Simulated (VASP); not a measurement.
# SnO2 (Cassiterite) in VASP: a series of runs, part 2 of 2

VASP 6.6.1.

### 5 Single point, LDA

File INCAR:

```
  PREC = Accurate
  ENCUT = 250
  EDIFF = 1E-7
  ISMEAR = 0
  SIGMA = 0.05
  LREAL = F
  LASPH = T
  NELM = 100
  ALGO = Normal
  ISIF = 2
  LWAVE = F
  LCHARG = F
  GGA = CA
  NBANDS = 35
  ADDGRID = F
```

File KPOINTS:

```
Automatic mesh
0
Gamma
  2 2 2
```

File POSCAR:

```
SnO2
1.0
    4.7380000000      0.0000000000      0.0000000000
    0.0000000000      4.7380000000      0.0000000000
    0.0000000000      0.0000000000      3.1865000000
Sn O
2 4
Direct
    0.5083380000      0.5032920000      0.5086530000
   -0.0051220000      0.0135540000     -0.0007820000
    0.8109230000      0.1826710000      0.5004320000
    0.6982190000      0.6813010000      0.0618330000
    0.2015220000      0.8103230000      0.4933280000
    0.2970720000      0.3208310000      0.0016070000
```

Potentials or basis: VASP PAW LDA potentials, release 64 (Sn_d, O).

The run is started by

```
$ cat potpaw_LDA.64/Sn_d/POTCAR potpaw_LDA.64/O/POTCAR > POTCAR
$ mpirun -np 1 vasp_std > vasp.out
```

OUTCAR:

```text
PREC = Accurate
   ENCUT = 250
   EDIFF = 1E-7
   ISMEAR = 0
   LREAL = F
   LASPH = T
   NELM = 100
   ISIF = 2
   GGA = CA

 Found      8 irreducible k-points:

 Following reciprocal coordinates:
            Coordinates               Weight
  0.000000  0.000000  0.000000      1.000000
  0.500000  0.000000  0.000000      1.000000
  0.000000  0.500000  0.000000      1.000000
  0.500000  0.500000  0.000000      1.000000
  0.000000  0.000000  0.500000      1.000000
  0.500000  0.000000  0.500000      1.000000
   k-points           NKPTS =      8   k-points in BZ     NKDIM =      8   number of bands    NBANDS=     35
   number of dos      NEDOS =    301   number of ions     NIONS =      6
   total plane-waves  NPLWV =   9216
   dimension x,y,z NGX =    24 NGY =   24 NGZ =   16
   dimension x,y,z NGXF=    48 NGYF=   48 NGZF=   32
   ions per type =               2   4
   NGX,Y,Z   is equivalent  to a cutoff of   8.42,  8.42,  8.35 a.u.
   NGXF,Y,Z  is equivalent  to a cutoff of  16.84, 16.84, 16.70 a.u.
 SYSTEM =  unknown system
   PREC   = accura    normal or accurate (medium, high low for compatibility)
   ISTART =      0    job   : 0-new  1-cont  2-samecut
   ICHARG =      2    charge: 1-file 2-atom 10-const
   ISPIN  =      1    spin polarized calculation?
   LNONCOLLINEAR =      F non collinear calculations
   LSORBIT =      F    spin-orbit coupling
   LASPH  =      T    aspherical Exc in radial PAW
   ENCUT  =  250.0 eV  18.37 Ry    4.29 a.u.   6.11  6.11  4.11*2*pi/ulx,y,z
   NELM   =    100;   NELMIN=  2; NELMDL= -5     # of ELM steps
   EDIFF  = 0.1E-06   stopping-criterion for ELM
   LREAL  =      F    real-space projection
   EDIFFG = 0.1E-05   stopping-criterion for IOM
   NSW    =      0    number of steps for IOM
   IBRION =     -1    ionic relax: 0-MD 1-quasi-New 2-CG
   NFREE  =      0    steps in history (QN), initial steepest desc. (CG)
   ISIF   =      2    stress and relaxation
   ISYM   =      2    0-nonsym 1-usesym 2-fastsym
   POTIM  = 0.5000    time-step for ionic-motion
   TEBEG  =    0.0;   TEEND  =   0.0 temperature during run
   PSTRESS=    0.0 pullay stress
   NELECT =      52.0000    total number of electrons
   NUPDOWN=      -1.0000    fix difference up-down
   EMIN   =  10.00;   EMAX   =-10.00  energy-range for DOS
   EFERMI =   0.00;   METHOD = LEGACY
   ISMEAR =     0;   SIGMA  =   0.05  broadening in eV -4-tet -1-fermi 0-gaus
   EFERMI_NEDOS =   21; number of points for ismear=-14 and -15
   IALGO  =     38    algorithm
   IMIX   =      4    mixing-type and parameters
     AMIX     =   0.40;   BMIX     =  1.00
     AMIX_MAG =   1.60;   BMIX_MAG =  1.00
  volume/ion in A,a.u.               =      11.92        80.45
  Fermi-wavevector in a.u.,A,eV,Ry     =   1.472000  2.781677 29.480903  2.166785
  Thomas-Fermi vector in A             =   2.587068
   LORBIT       =      0    0 simple, 1 ext, 2 COOP (PROOUT), +10 PAW based schemes
   GGA     = CA    functional components
   LHFCALC =     F    Hartree Fock is set to
   AEXX    =    0.0000 exact exchange contribution
   IVDW    =     0    specifies the selected vdW correction
   LEPSILON=     F    determine dielectric tensor
   LRPA    =     F    only Hartree local field effects (RPA)
 non-spin polarized calculation
 Gauss-broadening in eV      SIGMA  =   0.05
  energy-cutoff  :      250.00
  volume of cell :       71.53
 maximum number of plane-waves:       648
   NGX = 13   NGY = 13   NGZ =  9

 number of electron      52.0000028 magnetization

 Free energy of the ion-electron system (eV)
  ---------------------------------------------------
  ext. energy  EPLUGINS =         0.00000000
  ---------------------------------------------------
  free energy    TOTEN  =       -42.52706068 eV

  energy without entropy =      -42.52706068  energy(sigma->0) =      -42.52706068

 E-fermi :   6.1855     XC(G=0): -11.7888

 val. band max:        5.9291526439   @ k =   0.0000   0.0000   0.0000
 cond. band min:       6.8483689488   @ k =   0.0000   0.0000   0.0000
 fundamental gap:      0.9192163049
 Fermi energy:         6.1855123731

 k-point     1 :       0.0000    0.0000    0.0000
  band No.  band energies     occupation
      1     -15.2739      2.00000
      2     -14.6190      2.00000
      3     -14.1200      2.00000
      4     -14.0990      2.00000
      5     -14.0862      2.00000
      6     -13.9612      2.00000
[... 27 lines left out ...]
     34      17.9771      0.00000
     35      18.3821      0.00000
[... 159 lines left out ...]
      5     -13.9176      2.00000
      6     -13.9028      2.00000
[... 27 lines left out ...]
     34      18.0302      0.00000
     35      18.3131      0.00000

 [... further k-points ...]
[... 5 lines left out ...]
  --------------------------------------------------------------------------------------
  -------------------------------------------------------------------------------------
  Total      -40.4618167    -40.5295392    -35.9462658      0.3931127     -1.7664407     -1.7108185
  in kB     -906.2581488   -907.7749887   -805.1194689      8.8048832    -39.5644924    -38.3186755
  external PRESSURE =    -873.0508688 kB  Pullay stress =       0.0000000 kB

 VOLUME and BASIS-vectors are now :
 -----------------------------------------------------------------------------
  energy-cutoff  :      250.00
  volume of cell :       71.53
      direct lattice vectors                 reciprocal lattice vectors
     4.738000000  0.000000000  0.000000000     0.211059519  0.000000000  0.000000000
     0.000000000  4.738000000  0.000000000     0.000000000  0.211059519  0.000000000
     0.000000000  0.000000000  3.186500000     0.000000000  0.000000000  0.313823945

 POSITION                                       TOTAL-FORCE (eV/Angst)
 -----------------------------------------------------------------------------------
      2.40851      2.38460      1.62082        -1.845703     -0.843562      2.188261
      4.71373      0.06422      3.18401         1.561371     -1.914227      0.115506
      3.84215      0.86550      1.59463        -1.393278      1.249194      0.218760
      3.30816      3.22800      0.19703         1.711891      1.633006     -3.004831
      0.95481      3.83931      1.57199        -0.187695      0.260670      0.436154
      1.40753      1.52010      0.00512         0.153414     -0.385080      0.046149
 -----------------------------------------------------------------------------------
    total drift:                                0.001158      0.003536      0.003007

  FREE ENERGIE OF THE ION-ELECTRON SYSTEM (eV)
  ---------------------------------------------------
  free  energy   TOTEN  =       -42.5270606829 eV

  energy  without entropy=      -42.5270606829  energy(sigma->0) =      -42.52706068
```

OSZICAR:

```text
N       E                     dE             d eps       ncg     rms          rms(c)
DAV:   1     0.434014443168E+03    0.43401E+03   -0.16892E+04   611   0.144E+03
DAV:   2     0.921358259973E+01   -0.42480E+03   -0.40655E+03   628   0.412E+02
DAV:   3    -0.449327483152E+02   -0.54146E+02   -0.53553E+02   636   0.147E+02
DAV:   4    -0.466294273177E+02   -0.16967E+01   -0.16882E+01   701   0.281E+01
DAV:   5    -0.466666988660E+02   -0.37272E-01   -0.37212E-01   725   0.413E+00    0.142E+01
DAV:   6    -0.430068942196E+02    0.36598E+01   -0.60153E+00   868   0.415E+01    0.771E+00
DAV:   7    -0.426634786241E+02    0.34342E+00   -0.84293E-01   824   0.686E+00    0.352E+00
DAV:   8    -0.425328939032E+02    0.13058E+00   -0.14869E-01   653   0.292E+00    0.489E-01
DAV:   9    -0.425269704465E+02    0.59235E-02   -0.94972E-03   888   0.167E+00    0.133E-01
DAV:  10    -0.425270636385E+02   -0.93192E-04   -0.17020E-03   647   0.277E-01    0.705E-02
DAV:  11    -0.425270609014E+02    0.27371E-05   -0.11881E-04   696   0.699E-02    0.199E-02
DAV:  12    -0.425270609634E+02   -0.61955E-07   -0.83666E-06   730   0.250E-02    0.106E-02
DAV:  13    -0.425270607172E+02    0.24622E-06   -0.25478E-06   840   0.146E-02    0.420E-03
DAV:  14    -0.425270606829E+02    0.34238E-07   -0.45888E-07   666   0.531E-03
   1 F= -.42527061E+02 E0= -.42527061E+02  d E =-.135057E-13
```

stdout:

```text
POSCAR found type information on POSCAR SnO
 POSCAR found :  2 types and       6 ions
 scaLAPACK will be used
 LDA part: xc-table for (Slater(with rela. corr.)+CA(PZ))
 , standard interpolation
 POSCAR, INCAR and KPOINTS ok, starting setup
 FFT: planning ... GRIDC
 FFT: planning ... GRID_SOFT
 FFT: planning ... GRID
 WAVECAR not read
 entering main loop
```

Wall time 9 s (1 thread of Intel Xeon Platinum 8259CL at 2.50GHz (Skylake/Cascade Lake), shared host); peak memory 0.12 GiB.

The run converged, but a check on its numbers failed (symmetry, net force, bounds or a known fault of this set-up), so they aren't taken as properties of the crystal.

Caveat: the k mesh is coarse (spacing up to 0.99 Å⁻¹), so the values aren't converged; the cutoff lies under the usual one of these potentials, so the numbers hold a large basis-set error; the cell as given lies far from equilibrium; spin-orbit coupling is left out, which moves the levels of the heavy elements.
